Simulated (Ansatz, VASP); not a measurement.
SnO2 in VASP and in Ansatz

Contents of INCAR:

```
SYSTEM = SnO2
PREC = Accurate ; ENCUT = 520
EDIFF = 1E-7 ; ISMEAR = -1
SIGMA = 0.03 ; LREAL = .False.
LASPH = .True. ; NELM = 100
ALGO = Normal ; ISIF = 2
LWAVE = .False. ; LCHARG = .False.
GGA = PE ; NBANDS = 35
```

Contents of KPOINTS:

```
regular mesh
0
Gamma
  4 4 6
  0 0 0
```

Contents of POSCAR:

```
SnO2
1.0
    4.8302628043      0.0000000000      0.0000000000
    0.0000000000      4.8302628043      0.0000000000
    0.0000000000      0.0000000000      3.2488942974
Sn O
2 4
Direct
    0.0000000000      0.0000000000      0.0000000000
    0.5000000000      0.5000000000      0.5000000000
    0.3056200000      0.3056200000      0.0000000000
    0.1943800000      0.8056200000      0.5000000000
    0.6943800000      0.6943800000      0.0000000000
    0.8056200000      0.1943800000      0.5000000000
```

Input for Ansatz:

```yaml
crystal:
  lattice:
    - [4.8302628043, 0.0, 0.0]
    - [0.0, 4.8302628043, 0.0]
    - [0.0, 0.0, 3.2488942974]
  atoms:
    - { symbol: Sn, position: [0.0, 0.0, 0.0] }
    - { symbol: Sn, position: [0.5, 0.5, 0.5] }
    - { symbol: O, position: [0.30562, 0.30562, 0.0] }
    - { symbol: O, position: [0.19438, 0.80562, 0.5] }
    - { symbol: O, position: [0.69438, 0.69438, 0.0] }
    - { symbol: O, position: [0.80562, 0.19438, 0.5] }
kpoints:
  mp_grid: { grid: [4, 4, 6] }
  band_path:
    path:
      - [0.0, 0.0, 0.0]
      - [0.0, 0.5, 0.0]
      - [0.5, 0.5, 0.0]
      - [0.0, 0.0, 0.0]
      - [0.0, 0.0, 0.5]
      - [0.0, 0.5, 0.5]
      - [0.5, 0.5, 0.5]
      - [0.0, 0.0, 0.5]
      - [0.0, 0.5, 0.0]
    npoints: 5
scf:
  occupations: { method: fermi_dirac, width: 0.03 }
hamiltonian:
  xc: pbe
  pseudopotentials: { kind: all_electron, lapw: { basis_error: 0.001 } }
output:
  forces: true
  stress: true
  eigenvalues: true
```

Change from the starting cell: volume scaled by 1.06.

Alike in both runs: task single point; functional PBE; k mesh 4 × 4 × 6; occupations fermi-dirac, width 0.03 eV; no spin polarisation.

|  | VASP | Ansatz |
| --- | --- | --- |
| version | VASP 6.6.1 | Ansatz 0.2.0 |
| potentials or method | VASP PAW PBE potentials, release 64 (Sn_d, O) | all-electron LAPW, scalar-relativistic |
| plane-wave cutoff (eV) | 520 | see its input |

VASP gave:

* pressure (GPa): -0.5
* largest component of the traceless stress (GPa): 0.45
* rms of the force components (eV/Å): 0.064

Task: Which values does Ansatz return?

Result: Pressure (GPa): -1.1; largest component of the traceless stress (GPa): 0.64; rms of the force components (eV/Å): 0.071.

Atom by atom the forces differ by 0.007 eV/Å (rms over components). Ansatz ran all-electron here, so the differences hold the error of VASP's frozen core and of both bases.

Caveats: spin-orbit coupling is left out, which moves the levels of the heavy elements.
